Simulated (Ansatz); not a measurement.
Crystal: HfN.

```
CELL_PARAMETERS angstrom
0.00000 2.45482 2.45482
2.45482 0.00000 2.45482
2.45482 2.45482 0.00000
ATOMIC_POSITIONS crystal
Hf 0.00000 0.00000 0.00000
N 0.25000 0.25000 0.25000
```

The cell comes from a database or a generator and needn't be the stable form of this composition.

Program: Ansatz 0.2.0. Alike in all runs: potentials or basis Ansatz PAW; cell as given; cutoff (eV) 420. Hardware: 2 threads of Arm Neoverse V2 (shared host).

Order these runs on this cell by their wall time, lowest first.
A. task single point; level PBE; spin off; k mesh 9 × 9 × 9; smearing gaussian 0.02 eV
B. task optical spectrum; level PBE+D4; spin SOC, no magnetisation; k mesh 7 × 7 × 7; smearing gaussian 0.05 eV; broadening 0.05 eV
C. task band structure; level RPBE+D3(BJ); spin off; k mesh 9 × 9 × 9; smearing gaussian 0.05 eV; points for each segment of the path 14

A (0.88 s), C (2.9 s), B (140 s).

Caveats: spectra need much finer meshes, so this one isn't converged (some runs); independent-particle spectra lack excitons (some runs); the intraband (Drude) part of a metal's response may be missing (some runs).
